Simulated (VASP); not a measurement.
PbSe (Clausthalite): single point with PBE

**Measured values to compare with.**

From a printed reference work, monograph, for a bulk crystal of PbSe at 4.2 K: band gap 0.15 eV (direct).

PbSe (Clausthalite):

```
Pb Se
1.0
     0.00000    3.06065    3.06065
     3.06065    0.00000    3.06065
     3.06065    3.06065    0.00000
Pb Se
1 1
Direct
  0.00000 0.00000 0.00000
  0.50000 0.50000 0.50000
```

```yaml
Program: VASP 6.6.1
Task: single point
Functional: PBE
Potentials_or_basis: VASP PAW PBE potentials, release 64 (Pb_d, Se)
Cutoff: 520 eV
k_mesh: 8 × 8 × 8
Occupations: gaussian, width 0.022 eV
Spin: no spin polarisation
```

```json
{
 "Pressure": "2.4 GPa",
 "Band gap on the k mesh": "0.29 eV, direct"
}
```

Levels at points of the mesh, in eV from the valence-band top:
| k point | band 6 | band 7 | band 8 | band 9 | band 10 | band 11 | band 12 | band 13 | band 14 | band 15 |
| --- | --- | --- | --- | --- | --- | --- | --- | --- | --- | --- |
| (0.00, 0.00, 0.00) | -13.59 | -6.30 | -1.88 | -1.88 | -1.88 | 4.71 | 4.71 | 4.71 | 6.52 | 6.52 |
| (0.50, 0.00, 0.00) | -12.53 | -8.80 | -1.47 | -1.47 | 0.00 | 0.29 | 1.70 | 1.70 | 8.55 | 10.15 |
| (0.50, 0.50, 0.00) | -12.16 | -7.38 | -4.98 | -3.24 | -3.24 | 3.69 | 5.61 | 5.61 | 6.05 | 11.29 |

Wall time 20 s on 1 thread of Intel(R) Xeon(R) Platinum 8488C (Sapphire Rapids) (shared host), peak memory 0.18 GiB.

Against the measured gap of PbSe, 0.15 eV (direct; 4.2 K; a printed reference work, monograph), the calculated 0.29 eV is off by +0.14 eV. 2 values of this kind are on record (0.15 to 0.28 eV); this one was drawn at random. Spin-orbit coupling on Pb, Se is left out. The value is that of PBE on a finite k mesh, which can miss the band edges, without temperature or zero-point motion.

Caveat: spin-orbit coupling is left out, which as a rule narrows the gap of such compounds by several tenths of an eV.
